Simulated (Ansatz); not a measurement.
# Straining TiO2 (P3_121): density functionals against G0W0

Wanted: gap changes of TiO2 (P3_121) under several strains (per length; ions relaxed at each).

Program: Ansatz 0.2.0. Level of theory: a semilocal functional, HSE06 and G0W0, plane waves, PAW. Results are calculated unless marked as measured.

Most raw output is cut from this account.

### 1. The structure

It takes space group P3_121 (No. 152, trigonal). The conventional cell has a = 5.291 Å, b = 5.291 Å, c = 6.133 Å, α = 90.00°, β = 90.00°, γ = 120.00°. Ti has 4 O at 1.79 to 1.80 Å nearest. Nearest to O lie 2 Ti at 1.79 to 1.80 Å. Farther neighbours and most contacts between anions are not listed.

Structure file:

```cif
data_structure
_symmetry_space_group_name_H-M 'P 1'
_symmetry_Int_Tables_number 1
_cell_length_a 5.2910
_cell_length_b 5.2910
_cell_length_c 6.1330
_cell_angle_alpha 90.000
_cell_angle_beta 90.000
_cell_angle_gamma 120.000
_cell_volume 148.69
loop_
_atom_site_label
_atom_site_type_symbol
_atom_site_fract_x
_atom_site_fract_y
_atom_site_fract_z
_atom_site_occupancy
Ti1 Ti 0.45815 0.00000 0.33333 1
Ti2 Ti 0.00000 0.45815 0.66667 1
Ti3 Ti 0.54185 0.54185 0.00000 1
O4 O 0.41174 0.28815 0.22397 1
O5 O 0.71185 0.12359 0.55731 1
O6 O 0.87641 0.58826 0.89064 1
O7 O 0.28815 0.41174 0.77603 1
O8 O 0.12359 0.71185 0.44269 1
O9 O 0.58826 0.87641 0.10936 1
```

The start is a cell from the Crystallography Open Database. This is not the form that TiO2 usually takes at ambient conditions.

### 2. Unstrained: relaxing the ions

Gaps follow bond lengths, so the structure is brought to rest first.

This step: DFT, LDA, plane waves, PAW; PAW set soft_1.

input.yaml

```yaml
crystal:
  lattice:
    - [5.291, 0.0, 0.0]
    - [-2.6455, 4.5821404114, 0.0]
    - [0.0, 0.0, 6.133]
  atoms:
    - { symbol: Ti, position: [0.4581547199, 0.0, 0.3333333333] }
    - { symbol: Ti, position: [0.0, 0.4581547199, 0.6666666667] }
    - { symbol: Ti, position: [0.5418452801, 0.5418452801, 0.0] }
    - { symbol: O, position: [0.411744694, 0.2881530826, 0.2239738742] }
    - { symbol: O, position: [0.7118469174, 0.1235916113, 0.5573072075] }
    - { symbol: O, position: [0.8764083887, 0.588255306, 0.8906405409] }
    - { symbol: O, position: [0.2881530826, 0.411744694, 0.7760261258] }
    - { symbol: O, position: [0.1235916113, 0.7118469174, 0.4426927925] }
    - { symbol: O, position: [0.588255306, 0.8764083887, 0.1093594591] }
kpoints:
  mp_grid: { grid: [6, 6, 4] }
hamiltonian:
  xc: lda
  pseudopotentials: { kind: paw, azcp: { folder: soft_1 }, xc_functional: pbe }
scf:
  occupations: { method: fermi_dirac, width: 0.02 }
relax:
  f_tol: 0.01
```

The run is started by

```sh
$ ansatz run input.yaml --threads 3 --pin off --max-ram 92160MiB --backend cuda --events-out ev --progress --plain --runs-dir out --devices 1 --max-vram 13GiB
```

It took 6.7 s on 1 × NVIDIA H100 80GB HBM3 (shared by 6 runs) with 3 threads of AMD EPYC 7R13 (Zen 3), shared host; peak memory 0.93 GiB.

No atom moved by 0.005 Å in the relaxation.

### 3. Unstrained: LDA

Changes to input.yaml since step 2:

```diff
@@ -17,2 +17,11 @@
   mp_grid: { grid: [6, 6, 4] }
+  band_path:
+    path:
+      - [0.0, 0.0, 0.0]
+      - [0.5, 0.0, 0.0]
+      - [0.33333333, 0.33333333, 0.0]
+      - [0.0, 0.0, 0.5]
+      - [0.5, 0.0, 0.5]
+      - [0.33333333, 0.33333333, 0.5]
+    npoints: 1
 hamiltonian:
@@ -22,3 +31,6 @@
   occupations: { method: fermi_dirac, width: 0.02 }
-relax:
-  f_tol: 0.01
+  n_extra_bands: 7
+output:
+  eigenvalues: true
+  forces: true
+  stress: true
```

It took 8.3 s on 1 × NVIDIA H100 80GB HBM3 (shared by 6 runs) with 3 threads; peak memory 0.92 GiB.

This step gave:

```yaml
pressure: 0.06610 GPa
gap: 3.652 eV
valence_top_at: M
conduction_bottom_at: A
least_direct_gap: 3.720 eV
```

The gap is indirect, with the least direct gap 0.07 eV higher.

### 4. Unstrained: G0W0

Now the one-shot GW correction: screening in the RPA, then the self-energy of the levels asked for. This step takes PAW set soft_1 files.

This step: G0W0 on LDA, plane waves, PAW; PAW set soft_1.

input.yaml, the sections that differ from step 3:

```yaml
kpoints:
  mp_grid: { grid: [6, 6, 2] }
scf:
  occupations: { method: fixed }
gw:
  n_empty_bands: 559
  ecut_chi: 140
  qp_bands: [v3, c3]
  qp_kpoints: band_edges
  screening: { model: contour_deformation }
# crystal, hamiltonian: as in step 3
# output: removed
```

It took 70 s on 1 × NVIDIA H100 80GB HBM3 (shared by 6 runs) with 3 threads; peak memory 2.2 GiB.

Numbers from this step:

| Quantity | Value |
| --- | --- |
| bands summed | 595 |
| RPA ε∞ on this mesh (eigenvalues) | 3.683, 3.683, 4.104 |
| plane waves in the screening matrix | 539 |
| q-points in the mesh | 72 |
| G0W0 gap on the mesh | 5.965 eV |
| k of the valence top | 0, -0.5, 0 |
| k of the conduction bottom | 0, 0, -0.5 |
| starting gap on the mesh | 3.651 eV |
| Z at the valence top | 0.7168 |
| Z at the conduction bottom | 0.7306 |
| least direct G0W0 gap on the computed points | 6.037 eV |

The gap on the mesh goes from 3.65 eV to 5.96 eV, a correction of +2.31 eV. Between the two edge states, bare exchange in place of the xc potential would open the gap by 13.38 eV, and correlation takes back 11.07 eV.

### 5. Unstrained: HSE06

The screened hybrid is the usual rung above semilocal functionals: a quarter of exact exchange, cut off beyond a few ångström.

This step: DFT, HSE06, plane waves, PAW; PAW set soft_1.

Changes to input.yaml since step 4:

```diff
@@ -17,12 +17,18 @@
   mp_grid: { grid: [6, 6, 2] }
+  band_path:
+    path:
+      - [0.0, 0.0, 0.0]
+      - [0.5, 0.0, 0.0]
+      - [0.33333333, 0.33333333, 0.0]
+      - [0.0, 0.0, 0.5]
+      - [0.5, 0.0, 0.5]
+      - [0.33333333, 0.33333333, 0.5]
+    npoints: 1
 hamiltonian:
-  xc: lda
-  pseudopotentials: { kind: paw, azcp: { folder: soft_1 }, xc_functional: pbe }
+  xc: hse06
+  pseudopotentials: { kind: paw, azcp: { folder: soft_1 } }
 scf:
   occupations: { method: fixed }
-gw:
-  n_empty_bands: 559
-  ecut_chi: 140
-  qp_bands: [v3, c3]
-  qp_kpoints: band_edges
-  screening: { model: contour_deformation }
+  n_extra_bands: 7
+output:
+  eigenvalues: true
```

Wall time 32 s (1 × NVIDIA H100 80GB HBM3 (shared by 6 runs) with 3 threads); peak memory 1.6 GiB.

Numbers from this step:

```
gap                     : 5.414 eV
valence top at          : M
conduction bottom at    : A
least direct gap        : 5.475 eV
exact-exchange fraction : 0.25
```

The gap stands +1.76 eV against LDA.

### 6. Hydrostatic -0.5 %: relaxing the ions

This step: DFT, LDA, plane waves, PAW; PAW set soft_1.

The cell differs from the one that the last finished run ended in (a 5.291 → 5.265 Å, b 5.291 → 5.265 Å, c 6.133 → 6.102 Å).

input.yaml

```yaml
crystal:
  lattice:
    - [5.264545, 0.0, 0.0]
    - [-2.6322725, 4.5592297094, 0.0]
    - [0.0, 0.0, 6.102335]
  atoms:
    - { symbol: Ti, position: [0.4581547199, 0.0, 0.3333333333] }
    - { symbol: Ti, position: [0.0, 0.4581547199, 0.6666666667] }
    - { symbol: Ti, position: [0.5418452801, 0.5418452801, 0.0] }
    - { symbol: O, position: [0.411744694, 0.2881530826, 0.2239738742] }
    - { symbol: O, position: [0.7118469174, 0.1235916113, 0.5573072075] }
    - { symbol: O, position: [0.8764083887, 0.588255306, 0.8906405409] }
    - { symbol: O, position: [0.2881530826, 0.411744694, 0.7760261258] }
    - { symbol: O, position: [0.1235916113, 0.7118469174, 0.4426927925] }
    - { symbol: O, position: [0.588255306, 0.8764083887, 0.1093594591] }
kpoints:
  mp_grid: { grid: [6, 6, 4] }
hamiltonian:
  xc: lda
  pseudopotentials: { kind: paw, azcp: { folder: soft_1 }, xc_functional: pbe }
scf:
  occupations: { method: fermi_dirac, width: 0.02 }
relax:
  f_tol: 0.01
```

The job ended after 7 s (1 × NVIDIA H100 80GB HBM3 (shared by 6 runs) with 3 threads; peak memory 0.95 GiB).

Relaxation path:

```tsv
step	energy less that of the first step (eV)	largest force component (eV/Å)
1	0.0000	0.1534
2	-0.0103	0.0802
3	-0.0145	0.0124
4	-0.0146	0.0032
```

Forces are held to the 6 operations that the run works with; a distortion that breaks them can't arise in this run.

The atoms that moved most (Å):

```tsv
atom	dx	dy	dz	length
O6	0.023	0.006	0.017	0.029
O9	-0.006	0.023	-0.017	0.029
O5	-0.006	-0.023	0.017	0.029
O8	-0.017	-0.017	-0.017	0.029
O4	-0.017	0.017	0.017	0.029
O7	0.023	-0.006	-0.017	0.029
Ti3	0.006	0.010	0.000	0.012
Ti2	0.006	-0.010	0.000	0.012
```

### 7. Hydrostatic -0.5 %: LDA

input.yaml

```yaml
crystal:
  lattice:
    - [5.264545, 0.0, 0.0]
    - [-2.6322725, 4.5592297094, 0.0]
    - [0.0, 0.0, 6.102335]
  atoms:
    - { symbol: Ti, position: [0.4558526648, 0.0, 0.3333333333] }
    - { symbol: Ti, position: [0.0, 0.4558526648, 0.6666666667] }
    - { symbol: Ti, position: [0.5441473352, 0.5441473352, 0.0] }
    - { symbol: O, position: [0.4103745788, 0.2918489015, 0.2267310681] }
    - { symbol: O, position: [0.7081510985, 0.1185256773, 0.5600644015] }
    - { symbol: O, position: [0.8814743227, 0.5896254212, 0.8933977348] }
    - { symbol: O, position: [0.2918489015, 0.4103745788, 0.7732689319] }
    - { symbol: O, position: [0.1185256773, 0.7081510985, 0.4399355985] }
    - { symbol: O, position: [0.5896254212, 0.8814743227, 0.1066022652] }
kpoints:
  mp_grid: { grid: [6, 6, 4] }
  band_path:
    path:
      - [0.0, 0.0, 0.0]
      - [0.5, 0.0, 0.0]
      - [0.33333333, 0.33333333, 0.0]
      - [0.0, 0.0, 0.5]
      - [0.5, 0.0, 0.5]
      - [0.33333333, 0.33333333, 0.5]
    npoints: 1
hamiltonian:
  xc: lda
  pseudopotentials: { kind: paw, azcp: { folder: soft_1 }, xc_functional: pbe }
scf:
  occupations: { method: fermi_dirac, width: 0.02 }
  n_extra_bands: 7
output:
  eigenvalues: true
  forces: true
  stress: true
```

Elapsed: 6 s, on 1 × NVIDIA H100 80GB HBM3 (shared by 6 runs) with 3 threads; peak memory 0.92 GiB.

This step gave:

* pressure: 0.1499 GPa
* gap: 3.651 eV
* valence top at: M
* conduction bottom at: A
* least direct gap: 3.737 eV

The gap is indirect, with the least direct gap 0.09 eV higher.

### 8. Hydrostatic -0.5 %: G0W0

This step: G0W0 on LDA, plane waves, PAW; PAW set soft_1.

input.yaml, the sections that differ from step 7:

```yaml
kpoints:
  mp_grid: { grid: [6, 6, 2] }
scf:
  occupations: { method: fixed }
gw:
  n_empty_bands: 559
  ecut_chi: 140
  qp_bands: [v3, c3]
  qp_kpoints: band_edges
  screening: { model: contour_deformation }
# crystal, hamiltonian: as in step 7
# output: removed
```

It took 76 s on 1 × NVIDIA H100 80GB HBM3 (shared by 6 runs) with 3 threads; peak memory 2.2 GiB; 2 min of CPU time.

This step gave:

| Item | Value |
| --- | --- |
| bands summed | 595 |
| RPA ε∞ on this mesh (eigenvalues) | 3.712, 3.712, 4.136 |
| plane waves in the screening matrix | 539 |
| G0W0 gap on the mesh | 5.958 eV |
| k of the valence top | 0, -0.5, 0 |
| k of the conduction bottom | 0, 0, -0.5 |
| starting gap on the mesh | 3.651 eV |
| least direct G0W0 gap on the computed points | 6.050 eV |

The gap on the mesh goes from 3.65 eV to 5.96 eV, a correction of +2.31 eV. Between the two edge states, bare exchange in place of the xc potential would open the gap by 13.38 eV, and correlation takes back 11.07 eV.

### 9. Hydrostatic -0.5 %: HSE06

This step: DFT, HSE06, plane waves, PAW; PAW set soft_1.

Changes to input.yaml since step 8:

```diff
@@ -17,12 +17,18 @@
   mp_grid: { grid: [6, 6, 2] }
+  band_path:
+    path:
+      - [0.0, 0.0, 0.0]
+      - [0.5, 0.0, 0.0]
+      - [0.33333333, 0.33333333, 0.0]
+      - [0.0, 0.0, 0.5]
+      - [0.5, 0.0, 0.5]
+      - [0.33333333, 0.33333333, 0.5]
+    npoints: 1
 hamiltonian:
-  xc: lda
-  pseudopotentials: { kind: paw, azcp: { folder: soft_1 }, xc_functional: pbe }
+  xc: hse06
+  pseudopotentials: { kind: paw, azcp: { folder: soft_1 } }
 scf:
   occupations: { method: fixed }
-gw:
-  n_empty_bands: 559
-  ecut_chi: 140
-  qp_bands: [v3, c3]
-  qp_kpoints: band_edges
-  screening: { model: contour_deformation }
+  n_extra_bands: 7
+output:
+  eigenvalues: true
```

The job ended after 33 s (1 × NVIDIA H100 80GB HBM3 (shared by 6 runs) with 3 threads; peak memory 1.6 GiB).

Numbers from this step:

```yaml
gap: 5.415 eV
valence_top_at: M
conduction_bottom_at: A
least_direct_gap: 5.493 eV
```

The gap stands +1.76 eV against LDA.

### 10. Hydrostatic +2.0 %: relaxing the ions

This step: DFT, LDA, plane waves, PAW; PAW set soft_1.

The cell differs from the one that the last finished run ended in (a 5.265 → 5.397 Å, b 5.265 → 5.397 Å, c 6.102 → 6.256 Å).

input.yaml

```yaml
crystal:
  lattice:
    - [5.39682, 0.0, 0.0]
    - [-2.69841, 4.6737832196, 0.0]
    - [0.0, 0.0, 6.25566]
  atoms:
    - { symbol: Ti, position: [0.4581547199, 0.0, 0.3333333333] }
    - { symbol: Ti, position: [0.0, 0.4581547199, 0.6666666667] }
    - { symbol: Ti, position: [0.5418452801, 0.5418452801, 0.0] }
    - { symbol: O, position: [0.411744694, 0.2881530826, 0.2239738742] }
    - { symbol: O, position: [0.7118469174, 0.1235916113, 0.5573072075] }
    - { symbol: O, position: [0.8764083887, 0.588255306, 0.8906405409] }
    - { symbol: O, position: [0.2881530826, 0.411744694, 0.7760261258] }
    - { symbol: O, position: [0.1235916113, 0.7118469174, 0.4426927925] }
    - { symbol: O, position: [0.588255306, 0.8764083887, 0.1093594591] }
kpoints:
  mp_grid: { grid: [6, 6, 4] }
hamiltonian:
  xc: lda
  pseudopotentials: { kind: paw, azcp: { folder: soft_1 }, xc_functional: pbe }
scf:
  occupations: { method: fermi_dirac, width: 0.02 }
relax:
  f_tol: 0.01
```

Run time: 9.5 s. Hardware: 1 × NVIDIA H100 80GB HBM3 (shared by 6 runs) with 3 threads; peak memory 0.95 GiB.

Step by step:

```tsv
step	energy less that of the first step (eV)	largest force component (eV/Å)
1	0.0000	0.5520
2	-0.1510	0.2790
3	-0.2139	0.0537
4	-0.2176	0.0222
5	-0.2177	0.0110
6	-0.2177	0.0000
```

Forces are held to the 6 operations that the run works with; a distortion that breaks them can't arise in this run.

The atoms that moved most (Å):

```tsv
atom	dx	dy	dz	length
O6	-0.105	-0.024	-0.081	0.135
O9	0.031	-0.103	0.081	0.135
O7	-0.105	0.024	0.081	0.135
O5	0.031	0.103	-0.081	0.135
O8	0.073	0.078	0.081	0.135
O4	0.073	-0.078	-0.081	0.135
Ti1	0.053	0.000	0.000	0.053
Ti3	-0.027	-0.046	0.000	0.053
```

### 11. Hydrostatic +2.0 %: LDA

input.yaml

```yaml
crystal:
  lattice:
    - [5.39682, 0.0, 0.0]
    - [-2.69841, 4.6737832196, 0.0]
    - [0.0, 0.0, 6.25566]
  atoms:
    - { symbol: Ti, position: [0.4679972484, 0.0, 0.3333333333] }
    - { symbol: Ti, position: [0.0, 0.4679972484, 0.6666666667] }
    - { symbol: Ti, position: [0.5320027516, 0.5320027516, 0.0] }
    - { symbol: O, position: [0.416900845, 0.2713664405, 0.2109703974] }
    - { symbol: O, position: [0.7286335595, 0.1455344045, 0.5443037307] }
    - { symbol: O, position: [0.8544655955, 0.583099155, 0.877637064] }
    - { symbol: O, position: [0.2713664405, 0.416900845, 0.7890296026] }
    - { symbol: O, position: [0.1455344045, 0.7286335595, 0.4556962693] }
    - { symbol: O, position: [0.583099155, 0.8544655955, 0.122362936] }
kpoints:
  mp_grid: { grid: [6, 6, 4] }
  band_path:
    path:
      - [0.0, 0.0, 0.0]
      - [0.5, 0.0, 0.0]
      - [0.33333333, 0.33333333, 0.0]
      - [0.0, 0.0, 0.5]
      - [0.5, 0.0, 0.5]
      - [0.33333333, 0.33333333, 0.5]
    npoints: 1
hamiltonian:
  xc: lda
  pseudopotentials: { kind: paw, azcp: { folder: soft_1 }, xc_functional: pbe }
scf:
  occupations: { method: fermi_dirac, width: 0.02 }
  n_extra_bands: 7
output:
  eigenvalues: true
  forces: true
  stress: true
```

Wall time 11 s (1 × NVIDIA H100 80GB HBM3 (shared by 6 runs) with 3 threads); peak memory 0.93 GiB.

This step gave:

```yaml
pressure: -0.1361 GPa
gap: 3.637 eV
valence_top_at: M
conduction_bottom_at: A
least_direct_gap: 3.643 eV
```

The gap is indirect, with the least direct gap 0.007 eV higher.

### 12. Hydrostatic +2.0 %: G0W0

This step: G0W0 on LDA, plane waves, PAW; PAW set soft_1.

input.yaml, the sections that differ from step 11:

```yaml
kpoints:
  mp_grid: { grid: [6, 6, 2] }
scf:
  occupations: { method: fixed }
gw:
  n_empty_bands: 559
  ecut_chi: 140
  qp_bands: [v3, c3]
  qp_kpoints: band_edges
  screening: { model: contour_deformation }
# crystal, hamiltonian: as in step 11
# output: removed
```

The job ended after 51 s (1 × NVIDIA H100 80GB HBM3 (shared by 6 runs) with 3 threads; peak memory 2.3 GiB; 80 s of CPU time).

Numbers from this step:

* bands summed: 595
* RPA ε∞ on this mesh (eigenvalues): 3.580, 3.580, 3.987
* plane waves in the screening matrix: 565
* G0W0 gap on the mesh: 5.972 eV
* k of the valence top: 0, -0.5, 0
* k of the conduction bottom: 0, 0, -0.5
* starting gap on the mesh: 3.636 eV
* least direct G0W0 gap on the computed points: 5.978 eV

The gap on the mesh goes from 3.64 eV to 5.97 eV, a correction of +2.34 eV. Between the two edge states, bare exchange in place of the xc potential would open the gap by 13.37 eV, and correlation takes back 11.03 eV.

### 13. Hydrostatic +2.0 %: HSE06

This step: DFT, HSE06, plane waves, PAW; PAW set soft_1.

Changes to input.yaml since step 12:

```diff
@@ -17,12 +17,18 @@
   mp_grid: { grid: [6, 6, 2] }
+  band_path:
+    path:
+      - [0.0, 0.0, 0.0]
+      - [0.5, 0.0, 0.0]
+      - [0.33333333, 0.33333333, 0.0]
+      - [0.0, 0.0, 0.5]
+      - [0.5, 0.0, 0.5]
+      - [0.33333333, 0.33333333, 0.5]
+    npoints: 1
 hamiltonian:
-  xc: lda
-  pseudopotentials: { kind: paw, azcp: { folder: soft_1 }, xc_functional: pbe }
+  xc: hse06
+  pseudopotentials: { kind: paw, azcp: { folder: soft_1 } }
 scf:
   occupations: { method: fixed }
-gw:
-  n_empty_bands: 559
-  ecut_chi: 140
-  qp_bands: [v3, c3]
-  qp_kpoints: band_edges
-  screening: { model: contour_deformation }
+  n_extra_bands: 7
+output:
+  eigenvalues: true
```

It took 42 s on 1 × NVIDIA H100 80GB HBM3 (shared by 6 runs) with 3 threads; peak memory 1.6 GiB; 71 s of CPU time.

Numbers from this step:

```yaml
gap: 5.391 eV
valence_top_at: M
conduction_bottom_at: A
least_direct_gap: 5.398 eV
```

The gap stands +1.75 eV against LDA.

[end of part 1 of 3]

[Paths, hosts, dates, memory and timing lines, banners, echoed tables and standing remarks are left out of the program output.]

[Logs are printed without paths, hosts, clocks, repeated set-up lines and the standing remarks that a program may print on its own settings, such as how far it seeks lower states.]

[Runs of the session that timed out or met a known fault of the program may be left out.]

[Cells called generated may have been cut or substituted from an entry of the Crystallography Open Database or the Materials Project.]

[Hosts, paths, dates, database ids (printed as entryN), source tags and the programs' standing remarks are cut or masked in the printed files.]
